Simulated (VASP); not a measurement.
Crystal: Te2Pt.

```
Te Pt
1.0
     4.01800    0.00000    0.00000
    -2.00900    3.47969    0.00000
     0.00000    0.00000    5.21200
Te Pt
2 1
Direct
  0.33333 0.66667 0.25000
  0.66667 0.33333 0.75000
  0.00000 0.00000 0.00000
```

```yaml
Program: VASP 6.6.1
Task: relaxation of cell and atoms
Functional: PBE
Potentials_or_basis: VASP PAW PBE potentials, release 64 (Te, Pt)
Cutoff: 520 eV
k_mesh: 10 × 10 × 8
Occupations: gaussian, width 0.1 eV
Spin: no spin polarisation
```

At the start: pressure 7.7 GPa; volume 24.29 Å³/atom.

Problem. How do energy, volume and symmetry change on relaxing?

Solution. Over 12 steps the energy falls by 40.6 meV/atom and the volume is 25.88 Å³/atom (+6.5 %); space group P-3m1 (No. 164, to 0.05 Å).

The path:
```csv
step,energy change (eV),largest force (eV/Å),pressure (GPa),volume (Å³)
1,0.0000,0.9291,7.67,72.87
2,0.1458,0.8875,-8.06,85.83
3,-0.1193,0.0414,-0.26,77.64
4,-0.1194,0.0633,-0.07,77.50
5,-0.1194,0.0779,0.07,77.41
6,-0.1210,0.0414,0.11,77.39
7,-0.1217,0.0077,0.15,77.36
8,-0.1217,0.0422,-0.20,77.66
9,-0.1218,0.0218,0.00,77.48
10,-0.1218,0.0226,0.00,77.49
11,-0.1218,0.0175,0.00,77.53
12,-0.1219,0.0019,0.02,77.64
```

Final structure:
```xyz
3
Lattice="4.0866 0.0000 0.0000 -2.0433 3.5391 0.0000 0.0000 0.0000 5.3681" Properties=species:S:1:pos:R:3 pbc="T T T"
Te    0.0000    2.3594    1.3623
Te    2.0433    1.1797    4.0058
Pt   -2.0433    3.5391    0.0000
```
